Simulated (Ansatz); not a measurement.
Point defect: B interstitial in BP

Level of theory: DFT PBE, scalar-relativistic, plane waves, PAW (Ansatz). (420 eV cutoff, 2×2×2 k-mesh, shifted by half a step, Gaussian smearing of 0.01 eV, collinear spin in charge 0, +2 alone)

Host crystal, relaxed:

```
CELL_PARAMETERS angstrom
0.00000 2.27410 2.27410
2.27410 0.00000 2.27410
2.27410 2.27410 0.00000
ATOMIC_POSITIONS crystal
B 0.00000 0.00000 0.00000
P 0.25000 0.25000 0.25000
```

Supercell of 32 atoms, rows in host cell vectors: 1 -3 1; -3 1 1; 1 1 -3. Atoms relax at the host's cell, keeping the symmetry that the supercell leaves at the site. The cell is small, so energies carry finite-size errors of tenths of an eV. The host's Kohn–Sham gap is 1.25 eV. Atoms are taken from and returned to the elements' standard states. Charged cells are corrected for image charges with the computed static dielectric tensor (mean 9.3) and aligned with the host's potential at far atoms (alignment terms reach 0.24 eV; the program doubts the alignment in some charges, where it is up to 0.21 eV). No band-filling term is added, and the Fermi level counts from the host's valence band top.

Defect: B interstitial set at (0.500, 0.500, 0.500) of the host cell. Before relaxation its nearest neighbours are 4 P at 1.97 Å, 6 B at 2.27 Å.

```tsv
charge	E_f at the valence band top (eV)	over the neutral state (eV)	moment (μB)	largest move (Å)	atoms near the site
+3	7.73	0.42	0.00	0.08	4 P at 2.03 Å, 6 B at 2.29 Å
+2	6.57	-0.73	0.50	0.08	4 P at 2.03 Å, 6 B at 2.30 Å
+1	6.06	-1.24	0.00	0.07	4 P at 2.03 Å, 6 B at 2.31 Å
0	7.30	0.00	1.00	0.07	4 P at 2.03 Å, 6 B at 2.32 Å
```

Among the charges computed the stable one is +1 at the valence band top, changing to 0 at 1.24 eV. In charge +3, +2 the extra carrier would gain by moving to a band edge of the host, so it isn't bound in the gap. In charge +2, 0 the cell has partly filled bands: a level of the defect may be part filled, the carrier may sit in the host's bands, or levels may cross between the k points, so transitions that involve it are doubtful. Other sites of the defect weren't tried. Fractional moments come from partly filled bands of the small cell.